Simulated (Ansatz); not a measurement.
**Quasi-harmonic thermodynamics of CdS (Greenockite, P6_3mc)**

Wanted: α(T), C_P(T) and B(T) of CdS (Greenockite) in the quasi-harmonic approximation.

Main program and level: Ansatz 0.2.0; DFT LDA, scalar-relativistic, plane waves, PAW; PAW set soft_1.

The database entry behind the starting cell differs from later determinations by our own check (about 0.35 % long), so it need not match the best structure at ambient conditions.

## (1) Set-up

It takes space group P6_3mc (No. 186, hexagonal). The conventional cell has a = 4.150 Å, b = 4.150 Å, c = 6.737 Å, α = 90.00°, β = 90.00°, γ = 120.00°. Nearest to Cd lie 4 S at 2.53 to 2.54 Å. Nearest to S lie 4 Cd at 2.53 to 2.54 Å. Farther neighbours and most contacts between anions are not listed.

## (2) Probe on a coarse mesh

A cheap single point shows whether the cell is a metal or an insulator and how far it is from rest; that sets the k-mesh and the occupations of what follows.

File input.yaml:

```yaml
crystal:
  lattice:
    - [4.15, 0.0, 0.0]
    - [-2.075, 3.5940054257, 0.0]
    - [0.0, 0.0, 6.737]
  atoms:
    - { symbol: Cd, position: [0.3333333333, 0.6666666667, 0.0] }
    - { symbol: Cd, position: [0.6666666667, 0.3333333333, 0.5] }
    - { symbol: S, position: [0.3333333333, 0.6666666667, 0.375] }
    - { symbol: S, position: [0.6666666667, 0.3333333333, 0.875] }
kpoints:
  mp_grid: { grid: [6, 6, 4] }
hamiltonian:
  xc: lda
  pseudopotentials: { kind: paw, azcp: { folder: soft_1 }, xc_functional: pbe }
scf:
  occupations: { method: gaussian, width: 0.1 }
  lower_state_search: "off"
output:
  forces: true
  stress: true
  eigenvalues: true
```

Command:

```sh
> ansatz run input.yaml --threads 18 --pin off --max-ram 92160MiB --backend cuda --events-out ev --progress --plain --runs-dir out --max-vram 78GiB
```

Planned after this: relaxation; relaxing to small residual forces and stress; the quasi-harmonic study. Settings of the main run: cutoff 487.2 eV, 9×9×4 k-mesh, fixed occupations, search for lower states off, highest temperature 800 K, 3×3×2 q-mesh, PAW set soft 1.

**Question.** What will these runs give for the principal linear expansion coefficients at 298 K?

Near room temperature CdS (Greenockite) expands by 10.4 × 10⁻⁶/K in volume by LDA, with C_P = 23.1 J/(mol K) per mole of atoms and B_T = 63.0 GPa. At low temperature the volume shrinks on warming, because modes with negative Grüneisen parameters outweigh the rest; the coefficient turns positive near 120 K. The expansion is anisotropic: the principal values at 298 K run from 2.62 to 3.90 × 10⁻⁶/K.

| Item | Value |
| --- | --- |
| volume expansion coefficient at 298 K | 10.42 1e-6/K |
| C_P at 298 K | 23.06 J/mol-atom/K |
| isothermal bulk modulus at 298 K | 63.04 GPa |
| Grüneisen parameter at 298 K | 0.4118 |
| volume at 298 K | 23.97 Å³/atom |
| principal linear expansion coefficients at 298 K | 2.62, 3.902, 3.902 1e-6/K |

C_P at room temperature is 92 % of the classical 3R an atom. The interpolation has no quadrupole term, so branches near the zone centre are less sure, since this crystal has sites that are not centres of inversion. The PAW files were made for PBE and are used here under another functional, for which the program regenerates the frozen cores.

[Logs are printed without paths, hosts, clocks, repeated set-up lines and the standing remarks that a program may print on its own settings, such as how far it seeks lower states.]

[Hosts, paths, dates, database ids (printed as entryN), source tags and the programs' standing remarks are cut or masked in the printed files.]

[A step with changed settings may run another functional than the one named; its input shows which.]

[Pressures of single members of a volume series are the stress at the run's cutoff; with an incomplete basis they can lie off −dE/dV of the same runs, and they are not shown converged.]
